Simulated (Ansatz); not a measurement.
SiB5P5C (zincblende [110] superlattice), computed twice by G0W0.

The cell holds 12 atoms: 5 B, 5 P, 1 Si and 1 C. Its edges and angles: a = 3.183 Å, b = 4.522 Å, c = 9.562 Å, α = 90.0°, β = 90.0°, γ = 90.0°. It derives from BP. Regions: BP, 10 atoms (5 B and 5 P); SiC, 2 atoms (1 Si and 1 C). The structure's axis is c.

```xyz
12
Lattice="3.1830 0.0000 0.0000 0.0000 4.5217 0.0000 0.0000 0.0000 9.5621" Properties=species:S:1:pos:R:3 pbc="T T T"
B     0.0000   -0.0704    0.6471
P     1.5915    1.0712    0.8473
B     1.5915    2.2113    2.4109
P     0.0000    3.3488    2.3517
B     0.0000   -0.0418    3.9842
P     1.5915    1.0902    3.9842
B     1.5915    2.2113    5.5576
P     0.0000    3.3488    5.6167
B     0.0000   -0.0705    7.3213
P     1.5915    1.0712    7.1211
Si    1.5915    2.5743    8.7653
C     0.0000    3.6034    8.7653
```

The structure was relaxed with PBEsol. The runs that relaxed it are not among those shown.

The first (Ansatz 0.2.0; start PBEsol, 4×4×2 mesh, 360 empty bands, screening to 110 eV, PAW set soft_1 files; 4 threads of Arm Neoverse V1, shared host) gave, on its mesh: starting gap 0.94 eV, G0W0 gap 1.65 eV, RPA ε∞ (mean) 10.10, 5.3 min.

The second changes empty bands from 360 to 91 and screening cutoff (eV) from 110.0 to 44. What does it give?

It gave: starting gap 0.94 eV, G0W0 gap 1.37 eV, RPA ε∞ (mean) 10.46, 40 s. The G0W0 gap moves by −0.28 eV, +0.00 eV from the start and −0.28 eV from the correction.

Limits: not at the basis limit; coarse k mesh.

[Paths, hosts, dates, memory and timing lines, banners, echoed tables and standing remarks are left out of the program output.]

[Logs are printed without paths, hosts, clocks, repeated set-up lines and the standing remarks that a program may print on its own settings, such as how far it seeks lower states.]

[Runs of the session that timed out or met a known fault of the program may be left out.]

[Cells called generated may have been cut or substituted from an entry of the Crystallography Open Database or the Materials Project.]

[Hosts, paths, dates, database ids (printed as entryN), source tags and the programs' standing remarks are cut or masked in the printed files.]
